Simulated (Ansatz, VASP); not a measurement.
## One calculation of BaZrO3, two programs

INCAR

```
SYSTEM = BaZrO3
PREC     = Accurate       ! precision mode
ENCUT    = 520            ! plane-wave cutoff, eV
EDIFF    = 1E-7           ! SCF threshold, eV
ISMEAR   = 0              ! smearing method
SIGMA    = 0.01           ! smearing width, eV
LREAL    = .FALSE.        ! projectors in reciprocal space
LASPH    = .TRUE.         ! aspherical terms in the spheres
NELM     = 100            ! most SCF steps
ALGO     = Normal         ! electronic algorithm
ISIF     = 2              ! what is computed and relaxed
LWAVE    = .FALSE.        ! write WAVECAR
LCHARG   = .FALSE.        ! write CHGCAR
GGA      = PS             ! functional
NBANDS   = 28             ! bands
```

File KPOINTS:

```
Automatic mesh
0
G
  4 4 4
  0 0 0
```

The input POSCAR:

```
BaZrO3
1.0
    4.0838219867      0.0000000000      0.0000000000
    0.0000000000      4.0838219867      0.0000000000
    0.0000000000      0.0000000000      4.0838219867
Ba Zr O
1 1 3
Direct
    0.0000000000      0.0000000000      0.0000000000
    0.5000000000      0.5000000000      0.5000000000
    0.0000000000      0.5000000000      0.5000000000
    0.5000000000      0.0000000000      0.5000000000
    0.5000000000      0.5000000000      0.0000000000
```

Input for Ansatz:

```yaml
crystal:
  lattice:
    - [4.083821986742359, 0.0, 0.0]
    - [0.0, 4.083821986742359, 0.0]
    - [0.0, 0.0, 4.083821986742359]
  atoms:
    - { symbol: Ba, position: [0.0, 0.0, 0.0] }
    - { symbol: Zr, position: [0.5, 0.5, 0.5] }
    - { symbol: O, position: [0.0, 0.5, 0.5] }
    - { symbol: O, position: [0.5, 0.0, 0.5] }
    - { symbol: O, position: [0.5, 0.5, 0.0] }
basis:
  ecutwfc: 500.0
kpoints:
  mp_grid:
    grid: [4, 4, 4]
hamiltonian:
  xc: pbesol
scf:
  occupations:
    method: fixed
output:
  stress: true
```

Alike in both runs: task single point; functional PBEsol; k mesh 4 × 4 × 4; no spin polarisation.

|  | VASP | Ansatz |
| --- | --- | --- |
| version | VASP 6.6.1 | Ansatz 0.2.0 |
| potentials or method | VASP PAW PBE potentials, release 64 (Ba_sv, Zr_sv, O) | plane waves, PAW |
| plane-wave cutoff (eV) | 520 | 500 |
| occupations | gaussian, width 0.01 eV | fixed |
| valence electrons in the cell | 40 | 40 |

```csv
,VASP,Ansatz,Ansatz less VASP
pressure (GPa),15.0,13.4,-1.59
```

Caveats: the PAW data sets were made with another functional, which shifts forces and pressure a little (VASP); spin-orbit coupling is left out, which moves the levels of the heavy elements. A k mesh can miss the band edges. PBEsol gaps usually lie below the measured ones, often by a third to a half.
